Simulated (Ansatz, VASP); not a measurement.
One calculation of H4CO, two programs

```
CELL_PARAMETERS angstrom
7.38032 0.00000 0.00000
0.00000 7.38032 0.00000
0.00000 0.00000 7.38032
ATOMIC_POSITIONS crystal
C 0.48757 0.12398 0.68111
C 0.93819 0.40893 0.78829
C 0.68623 0.21413 0.23846
C 0.02855 0.87498 0.62100
C 0.84124 0.68728 0.22712
C 0.25717 0.89172 0.13246
O 0.59767 0.05815 0.82260
O 0.88287 0.24998 0.87923
O 0.87512 0.21273 0.27712
O 0.93596 0.92111 0.78339
O 0.92221 0.56524 0.34677
O 0.44016 0.86168 0.09267
H 0.42768 0.00888 0.60722
H 0.69014 0.15492 0.85386
H 0.37608 0.20993 0.73236
H 0.56835 0.20407 0.58403
H 0.85514 0.52335 0.83810
H 0.94062 0.13515 0.82953
H 0.08146 0.44157 0.81856
H 0.92050 0.40078 0.63892
H 0.62044 0.29063 0.34844
H 0.93911 0.16601 0.16947
H 0.65906 0.28532 0.10971
H 0.62837 0.07609 0.23188
H 0.17327 0.86323 0.65605
H 0.80217 0.92288 0.76670
H 0.98350 0.74415 0.56370
H 0.01305 0.98188 0.51666
H 0.86325 0.82621 0.28120
H 0.91127 0.43576 0.30682
H 0.90264 0.68465 0.08943
H 0.69251 0.66930 0.21289
H 0.20881 0.78021 0.21977
H 0.48318 0.94231 0.99411
H 0.23479 0.02048 0.20846
H 0.16858 0.89337 0.01065
```

Alike in both runs: functional LDA; k mesh 1 × 1 × 1; occupations fermi-dirac, width 0.05 eV; no spin polarisation.

Ansatz relaxed the structure, and its values are those at the end. VASP's run is a single point on that final structure, the one shown.

|  | VASP | Ansatz |
| --- | --- | --- |
| version | VASP 6.6.1 | Ansatz 0.2.0 |
| potentials or method | VASP PAW LDA potentials, release 64 (C, O, H) | scalar-relativistic, plane waves, PAW |
| plane-wave cutoff (eV) | 520 | 420 |
| valence electrons in the cell | 84 | 84 |

|  | VASP | Ansatz | Ansatz less VASP |
| --- | --- | --- | --- |
| gap on the k mesh at the Fermi level (eV) | 4.22 | 4.23 | +0.012 |
| rms of the force components (eV/Å) | 0.081 | 0.054 | -0.0266 |

As with any semilocal functional, this LDA gap is likely too small.
